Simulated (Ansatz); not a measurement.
**Preparing Ga2O3 (C2/m) as a host crystal**

Before any defect goes in: Ga2O3 (C2/m) at rest, and how it screens a charge.

Program: Ansatz 0.2.0. Level of theory: plane-wave PAW DFT, r2SCAN; relaxation of the host's cell and atoms; PAW set soft_1, in the first sound run; inputs show where later runs differ. Results are calculated unless marked as measured.

This is a report of a sequence of runs, with most program output left out.

### Step 1. The structure

The structure is monoclinic, space group C2/m (No. 12). The conventional cell has a = 12.280 Å, b = 3.048 Å, c = 5.817 Å, α = 90.00°, β = 103.76°, γ = 90.00°. Nearest to Ga lie 6 O at 1.94 to 2.08 Å. Ga has 4 O at 1.84 to 1.87 Å nearest. Nearest to O lie 3 Ga at 1.84 to 1.94 Å. O has 4 Ga at 1.87 to 2.08 Å nearest. Nearest to O lie 3 Ga at 1.84 to 1.95 Å. Farther neighbours and most contacts between anions are not listed.

### Step 2. Host cell relaxation

Cell and atoms are relaxed together, until forces and stress fall under their thresholds.

cell/input.yaml

```yaml
crystal:
  lattice:
    - [6.1402367, -1.5237837, 0.0]
    - [6.1402367, 1.5237837, 0.0]
    - [-1.3841309, 0.0, 5.6503489]
  atoms:
    - { symbol: Ga, position: [0.3411617, 0.3411617, 0.68526966] }
    - { symbol: Ga, position: [0.6588383, 0.6588383, 0.31473034] }
    - { symbol: Ga, position: [0.9095256, 0.9095256, 0.205214] }
    - { symbol: Ga, position: [0.0904744, 0.0904744, 0.794786] }
    - { symbol: O, position: [0.50353087, 0.50353087, 0.74333591] }
    - { symbol: O, position: [0.49646913, 0.49646913, 0.25666409] }
    - { symbol: O, position: [0.82662894, 0.82662894, 0.43676984] }
    - { symbol: O, position: [0.17337106, 0.17337106, 0.56323016] }
    - { symbol: O, position: [0.16450498, 0.16450498, 0.10915408] }
    - { symbol: O, position: [0.83549502, 0.83549502, 0.89084592] }
basis:
  ecutwfc: 500
  xc_grid: 2
hamiltonian:
  xc: r2scan
  pseudopotentials: { kind: paw, azcp: { folder: soft_1 } }
kpoints:
  mp_grid: { grid: [9, 9, 5] }
scf:
  occupations: { method: fixed }
  max_iter: 100
relax:
  f_tol: 0.005
  max_steps: 60
  cell: {}
output:
  forces: true
  stress: true
checkpoint:
  write: "../cell.run"
  compress: false
  write_wavefunctions: false
  write_every: 100000
```

Launch:

```bash
$ ansatz run input.yaml --threads 32 --pin off --max-ram 56524MiB --backend cuda --events-out ev --progress --plain --runs-dir out --max-vram 78GiB
```

The job ended after 8 s (1 × NVIDIA GB200 with 32 threads of Arm Neoverse V2, shared host; peak memory 1.1 GiB; 36 s of CPU time).

Relaxation path:

| step | energy less that of the first step (eV) | largest force component (eV/Å) | pressure (GPa) | volume (Å³) |
| --- | --- | --- | --- | --- |
| 1 | 0.0000 | 0.0742 | -1.54 | 105.73 |
| 2 | -0.0038 | 0.0394 | -0.66 | 105.30 |
| 3 | -0.0049 | 0.0065 | 0.03 | 104.99 |
| 4 | -0.0049 | 0.0116 | -0.01 | 105.03 |
| 5 | -0.0049 | 0.0021 | 0.00 | 105.01 |
| 6 | -0.0042 | 0.0021 | 0.00 | 105.01 |

The log counts 1 steps on a newly chosen plane-wave basis, not all of them marked here; energy and pressure can jump at such steps.

| cell as run | before | after | change |
| --- | --- | --- | --- |
| a (Å) | 6.326 | 6.312 | -0.2 % |
| b (Å) | 6.326 | 6.312 | -0.2 % |
| c (Å) | 5.817 | 5.808 | -0.2 % |
| α (°) | 103.35 | 103.39 | +0.0 % |
| β (°) | 103.35 | 103.39 | +0.0 % |
| γ (°) | 27.87 | 27.86 | -0.1 % |
| volume (Å³/atom) | 10.57 | 10.50 | -0.7 % |

This step gave:

| Property | Result |
| --- | --- |
| pressure | 0.003881 GPa |

The relaxation ends with a largest force component of 0.0021 eV/Å and a pressure of 0.00 GPa.

### Step 3. Dielectric tensors of the host

The response to a uniform electric field gives the electronic dielectric tensor.

This step: plane-wave PAW DFPT, PBEsol; dielectric tensors, Born charges and zone-centre modes of the host; PAW set soft_1 (Ansatz 0.2.0).

eps/input.yaml

```yaml
crystal:
  lattice:
    - [6.1265954155, -1.5194804787, -0.0026150466]
    - [6.1265954155, 1.5194804787, -0.0026150466]
    - [-1.3834622942, 0.0, 5.6409524212]
  atoms:
    - { symbol: Ga, position: [0.3412914738, 0.3412914738, 0.6855455686] }
    - { symbol: Ga, position: [0.6587085262, 0.6587085262, 0.3144544314] }
    - { symbol: Ga, position: [0.9094760976, 0.9094760976, 0.2051927019] }
    - { symbol: Ga, position: [0.0905239024, 0.0905239024, 0.7948072981] }
    - { symbol: O, position: [0.5037459962, 0.5037459962, 0.7438036944] }
    - { symbol: O, position: [0.4962540038, 0.4962540038, 0.2561963056] }
    - { symbol: O, position: [0.8266685284, 0.8266685284, 0.4364762482] }
    - { symbol: O, position: [0.1733314716, 0.1733314716, 0.5635237518] }
    - { symbol: O, position: [0.1641900411, 0.1641900411, 0.1091184621] }
    - { symbol: O, position: [0.8358099589, 0.8358099589, 0.8908815379] }
basis:
  ecutwfc: 420
hamiltonian:
  xc: pbesol
  pseudopotentials: { kind: paw, azcp: { folder: soft_1 }, xc_functional: pbe }
kpoints:
  mp_grid: { grid: [8, 8, 4] }
scf:
  occupations: { method: fixed }
  max_iter: 100
phonons:
  method: dfpt
  dielectric: true
  rigid_motions: translations
```

Elapsed: 31 s, on 1 × NVIDIA GB200 with 32 threads; peak memory 5.5 GiB; 5.5 min of CPU time.

Electronic dielectric tensor:

```
4.07 0.00 0.00
0.00 4.18 0.00
0.00 0.00 4.18
```

Static dielectric tensor:

```
11.02  0.00 -0.83
 0.00 10.83  0.00
-0.83  0.00 13.62
```

The principal values of the electronic dielectric tensor are 4.07, 4.18 and 4.18. The principal values of the static dielectric tensor are 10.77, 10.83 and 13.87.

### Step 4. Primitive cell on a dense mesh

A dense mesh gives the host's converged energy, against which the supercell's sampling is tested.

This step: plane-wave PAW DFT, r2SCAN; single point of the host's primitive cell on a dense mesh; PAW set soft_1 (Ansatz 0.2.0).

dense/input.yaml, as its differences from eps/input.yaml of step 3:

```diff
@@ -17,14 +17,11 @@
 basis:
-  ecutwfc: 420
+  ecutwfc: 500
+  xc_grid: 2
 hamiltonian:
-  xc: pbesol
-  pseudopotentials: { kind: paw, azcp: { folder: soft_1 }, xc_functional: pbe }
+  xc: r2scan
+  pseudopotentials: { kind: paw, azcp: { folder: soft_1 } }
 kpoints:
-  mp_grid: { grid: [8, 8, 4] }
+  mp_grid: { grid: [9, 9, 5] }
 scf:
-  occupations: { method: fixed }
-  max_iter: 100
-phonons:
-  method: dfpt
-  dielectric: true
-  rigid_motions: translations
+  occupations: { method: fermi_dirac, width: 0.01 }
+  max_iter: 80
```

It took 2.4 s on 1 × NVIDIA GB200 with 32 threads; peak memory 1 GiB; 6.4 s of CPU time.

### Step 5. Self-consistent run

This step: plane-wave PAW DFT, r2SCAN; single point of the defect-free supercell, a test of its k-points; PAW set soft_1 (Ansatz 0.2.0).

System of this step: Ga2O3 (C2/m). The cell holds 120 atoms: 48 Ga and 72 O. Its edges and angles: a = 12.253 Å, b = 9.117 Å, c = 11.616 Å, α = 90.0°, β = 103.8°, γ = 90.0°.

pristine.sampling/input.yaml

```yaml
crystal:
  lattice:
    - [12.2531908311, 0.0, -0.0052300931]
    - [0.0, 9.1168828725, 0.0]
    - [-2.7669245884, 0.0, 11.2819048424]
  atoms:
    - { symbol: Ga, position: [0.3412914738, 0.0, 0.3427727843] }
    - { symbol: Ga, position: [0.8412914738, 0.1666666667, 0.3427727843] }
    - { symbol: Ga, position: [0.1587085262, 0.1666666667, 0.1572272157] }
    - { symbol: Ga, position: [0.6587085262, 0.0, 0.1572272157] }
    - { symbol: Ga, position: [0.4094760976, 0.1666666667, 0.102596351] }
    - { symbol: Ga, position: [0.9094760976, 0.0, 0.102596351] }
    - { symbol: Ga, position: [0.0905239024, 0.0, 0.397403649] }
    - { symbol: Ga, position: [0.5905239024, 0.1666666667, 0.397403649] }
    - { symbol: O, position: [0.0037459962, 0.1666666667, 0.3719018472] }
    - { symbol: O, position: [0.5037459962, 0.0, 0.3719018472] }
    - { symbol: O, position: [0.4962540038, 0.0, 0.1280981528] }
    - { symbol: O, position: [0.9962540038, 0.1666666667, 0.1280981528] }
    - { symbol: O, position: [0.3266685284, 0.1666666667, 0.2182381241] }
    - { symbol: O, position: [0.8266685284, 0.0, 0.2182381241] }
    - { symbol: O, position: [0.1733314716, 0.0, 0.2817618759] }
    - { symbol: O, position: [0.6733314716, 0.1666666667, 0.2817618759] }
    - { symbol: O, position: [0.1641900411, 0.0, 0.054559231] }
    - { symbol: O, position: [0.6641900411, 0.1666666667, 0.054559231] }
    - { symbol: O, position: [0.3358099589, 0.1666666667, 0.445440769] }
    - { symbol: O, position: [0.8358099589, 0.0, 0.445440769] }
    - { symbol: Ga, position: [0.3412914738, 0.0, 0.8427727843] }
    - { symbol: Ga, position: [0.8412914738, 0.1666666667, 0.8427727843] }
    - { symbol: Ga, position: [0.1587085262, 0.1666666667, 0.6572272157] }
    - { symbol: Ga, position: [0.6587085262, 0.0, 0.6572272157] }
    - { symbol: Ga, position: [0.4094760976, 0.1666666667, 0.602596351] }
    - { symbol: Ga, position: [0.9094760976, 0.0, 0.602596351] }
    - { symbol: Ga, position: [0.0905239024, 0.0, 0.897403649] }
    - { symbol: Ga, position: [0.5905239024, 0.1666666667, 0.897403649] }
    - { symbol: O, position: [0.0037459962, 0.1666666667, 0.8719018472] }
    - { symbol: O, position: [0.5037459962, 0.0, 0.8719018472] }
[... 84 atom lines left out ...]
    - { symbol: O, position: [0.1733314716, 0.6666666667, 0.7817618759] }
    - { symbol: O, position: [0.6733314716, 0.8333333333, 0.7817618759] }
    - { symbol: O, position: [0.1641900411, 0.6666666667, 0.554559231] }
    - { symbol: O, position: [0.6641900411, 0.8333333333, 0.554559231] }
    - { symbol: O, position: [0.3358099589, 0.8333333333, 0.945440769] }
    - { symbol: O, position: [0.8358099589, 0.6666666667, 0.945440769] }
basis:
  ecutwfc: 500
  xc_grid: 2
hamiltonian:
  xc: r2scan
  pseudopotentials: { kind: paw, azcp: { folder: soft_1 } }
kpoints:
  mp_grid: { grid: [1, 1, 1], shift: [0.25, 0.25, 0.25] }
scf:
  occupations: { method: fermi_dirac, width: 0.01 }
  max_iter: 80
```

Run time: 2.5 s. Hardware: 1 × NVIDIA GB200 with 32 threads; peak memory 1.5 GiB; 4.5 s of CPU time.

This step gave:

| Property | Result |
| --- | --- |
| energy over dense mesh | -1.67e-4 eV/atom |

### Step 6. Defect free supercell relaxed from its symmetric sites

This cell, the one that will hold the defects, is built from the relaxed host. Its coarser k-points can move the atoms a little, so it is relaxed from the symmetric sites, as the reference for the test of stability.

This step: plane-wave PAW DFT, r2SCAN; relaxation of the defect-free supercell from its symmetric sites; PAW set soft_1 (Ansatz 0.2.0).

pristine.symmetric/input.yaml, as its differences from pristine.sampling/input.yaml of step 5:

```diff
@@ -54 +54,12 @@
   max_iter: 80
+output:
+  forces: true
+relax:
+  f_tol: 0.01
+  max_steps: 60
+  escape_saddle: false
+checkpoint:
+  write: "../pristine.symmetric.run"
+  compress: false
+  write_wavefunctions: false
+  write_every: 100000
```

The job ended after 3.4 s (1 × NVIDIA GB200 with 32 threads; peak memory 1.5 GiB).

No atom moved by 0.005 Å in the relaxation.

### Step 7. Defect free supercell relaxed from displaced atoms

This step: plane-wave PAW DFT, r2SCAN; relaxation of the defect-free supercell from random displacements, a test of the host's stability; PAW set soft_1 (Ansatz 0.2.0).

pristine.rattled/input.yaml, as its differences from pristine.symmetric/input.yaml of step 6:

```diff
@@ -58,6 +58,6 @@
   f_tol: 0.01
-  max_steps: 60
-  escape_saddle: false
+  max_steps: 120
+  random_displacement: { amplitude: 0.08, seed: 9243 }
 checkpoint:
-  write: "../pristine.symmetric.run"
+  write: "../pristine.rattled.run"
   compress: false
```

The job ended after 6.6 s (1 × NVIDIA GB200 with 32 threads; peak memory 1.5 GiB).

The steps of the relaxation:

| step | energy less that of the first step (eV) | largest force component (eV/Å) |
| --- | --- | --- |
| 1 | 0.0000 | 3.8212 |
| 2 | -4.8095 | 1.8440 |
| 3 | -6.7402 | 0.0744 |
| 4 | -6.7436 | 0.0021 |
| 5 | -6.7436 | 0.0021 |

The relaxation ends 56 meV an atom lower than the displaced start, with a largest force component of 0.0021 eV/Å.

### Step 8. Outcome

```
primitive cell vectors, lengths                                      : 6.312, 6.312, 5.808 Å
electronic dielectric constant                                       : principal values (4.07, 4.18, 4.18)
static dielectric constant                                           : principal values (10.77, 10.83, 13.87)
gap on the k-mesh of the response run (PBEsol)                       : 2.29 eV
supercell relaxed in its symmetry less the displaced and relaxed one : 0.000 eV
energy an atom at one point at (¼, ¼, ¼) less that on the dense mesh : 0.000 eV
```

What this shows: Step 7: The energy fell by 6.744 eV from the randomly displaced start; the atoms end within 0.005 Å of the sites as typed, once the mean shift is taken out. The displaced cell ends within 0.01 eV of the symmetric one relaxed in its symmetry, so no lower structure shows in this supercell. The k-mesh can miss the band edges, so this gap is an upper bound at this level. All at zero temperature.

[Logs are printed without paths, hosts, clocks, repeated set-up lines and the standing remarks that a program may print on its own settings, such as how far it seeks lower states.]

[Hosts, paths, dates, database ids (printed as entryN), source tags and the programs' standing remarks are cut or masked in the printed files.]

[Runs of the host that timed out are not shown.]

[For some hosts the program warned that the k-mesh of the response run may be too coarse for force constants and the static dielectric constant; such warnings are not always shown.]

[The program warned that the k-mesh of a response run behind this text may be too coarse: force constants, and the static dielectric constant and all else formed from them, are not shown converged.]
